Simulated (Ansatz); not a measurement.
Stackings of close-packed layers of LiF (tetrahedral net, letters for double layers), each relaxed to a stress under 0.05 GPa; h and k mark layers whose two neighbours have the same or different letters; energies count from the stacking AB (P6_3mc).

The calculation used Ansatz 0.2.0, DFT PBEsol, scalar-relativistic, plane waves, PAW.

Settings: cutoff 420 eV, Γ-centred mesh 9×9×2 on the computed 12-atom cell, Gaussian smearing of 0.02 eV; no spin polarisation.

Start (ABCACB (hkkhkk)):

```yaml
crystal:
  lattice:
    - [3.09297, 0.00000, 0.00000]
    - [-1.54649, 2.67859, 0.00000]
    - [0.00000, 0.00000, 14.46205]
  atoms:
    - { symbol: Li, position: [0.00000, 0.00000, 0.00000] }
    - { symbol: F, position: [0.00000, 0.00000, 0.12500] }
    - { symbol: Li, position: [0.33333, 0.66667, 0.16667] }
    - { symbol: F, position: [0.33333, 0.66667, 0.29167] }
    - { symbol: Li, position: [0.66667, 0.33333, 0.33333] }
    - { symbol: F, position: [0.66667, 0.33333, 0.45833] }
    - { symbol: Li, position: [0.00000, 0.00000, 0.50000] }
    - { symbol: F, position: [0.00000, 0.00000, 0.62500] }
    - { symbol: Li, position: [0.66667, 0.33333, 0.66667] }
    - { symbol: F, position: [0.66667, 0.33333, 0.79167] }
    - { symbol: Li, position: [0.33333, 0.66667, 0.83333] }
    - { symbol: F, position: [0.33333, 0.66667, 0.95833] }
```

**Question.** Give the relaxed structure and its energy.

**Answer.** The free energy falls by 4 meV/atom.

| Property | Result |
| --- | --- |
| excess energy (meV/atom) | 8.1 |
| spacing of like layers (Å) | 2.468 |
| a (Å) | 3.061 |
| gap on the mesh (eV) | 7.66 |

Relaxed structure:
```yaml
crystal:
  lattice:
    - [3.06063, 0.00000, 0.00000]
    - [-1.53031, 2.65058, 0.00000]
    - [0.00000, 0.00000, 14.80992]
  atoms:
    - { symbol: Li, position: [0.00000, 0.00000, 0.99988] }
    - { symbol: F, position: [0.00000, 0.00000, 0.12541] }
    - { symbol: Li, position: [0.33333, 0.66667, 0.16549] }
    - { symbol: F, position: [0.33333, 0.66667, 0.29198] }
    - { symbol: Li, position: [0.66667, 0.33333, 0.33290] }
    - { symbol: F, position: [0.66667, 0.33333, 0.45934] }
    - { symbol: Li, position: [0.00000, 0.00000, 0.49988] }
    - { symbol: F, position: [0.00000, 0.00000, 0.62541] }
    - { symbol: Li, position: [0.66667, 0.33333, 0.66549] }
    - { symbol: F, position: [0.66667, 0.33333, 0.79198] }
    - { symbol: Li, position: [0.33333, 0.66667, 0.83290] }
    - { symbol: F, position: [0.33333, 0.66667, 0.95934] }
```

An odd mesh misses points on the zone edge, so a gap read on it can be too wide.

It took 95 s on 1 thread of Arm Neoverse V1 (shared host), peak memory 0.38 GiB.

The reference crystal is the wurtzite form of LiF, which isn't its usual structure.